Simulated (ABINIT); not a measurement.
Runs of ABINIT 10.8.3 (patched build) on Ti. Symmetry: Im-3m, No. 229, cubic system. The conventional cell has a = 3.282 Å, b = 3.282 Å, c = 3.282 Å, α = 90.00°, β = 90.00°, γ = 90.00°. Around Ti (site symmetry m-3m) lie 8 Ti at 2.84 Å. This isn't the form of Ti at room conditions, which is hcp.

```tsv
task	level	potentials or basis	k mesh	cutoff (eV)	fine-grid cutoff	mesh quality	gap on the mesh (eV)	pressure (GPa)
band structure	LDA-PZ	JTH PAW LDA v2.0	11 × 11 × 11	408	816.342 eV	not flagged	none	-10.6
band structure	TB-mBJ	JTH PAW LDA v2.0	11 × 11 × 11	490	979.61 eV	not flagged	none	-
band structure	LDA	JTH PAW LDA v2.0	11 × 11 × 11	408	816.342 eV	not flagged	none	(a)
single point	LDA	JTH PAW LDA v2.0	4 × 4 × 4	408	816.342 eV	coarse	none	-9.5
band structure	r2SCAN	JTH PAW LDA v2.0	11 × 11 × 11	490	979.61 eV	not flagged	none	-
single point	LDA	JTH PAW LDA v2.0	14 × 14 × 14	408	816.342 eV	not flagged	none	-10.6
single point	LDA	JTH PAW LDA v2.0	7 × 7 × 7	408	816.342 eV	coarse	none	-9.5
band structure	LDA	PseudoDojo NC SR LDA v0.4.1 standard	11 × 11 × 11	1143	-	not flagged	none	-10.9
single point	PBEsol	PseudoDojo NC SR PBEsol v0.4.1 standard	11 × 11 × 11	1143	-	not flagged	none	-6.7
single point	LDA	JTH PAW LDA v2.0	9 × 9 × 9	408	816.342 eV	not flagged	none	-10.5
```

Alike in all rows: no spin polarisation; cell as given; smearing fermi-dirac 0.05 eV.

Question: Fill in the values left out.

Answer: (a) -10.7.

Caveats: some runs use coarse meshes; the PAW data sets were made with another functional, which shifts forces and pressure a little (some runs); the constant c of TB-mBJ comes from the pseudo density here, which moves gaps by up to 0.3 eV between sets of potentials (some runs).

A k mesh can miss the band edges.

A gap of «none» marks a metal or a gap under the smearing width.

Not every run made on this cell is shown here.
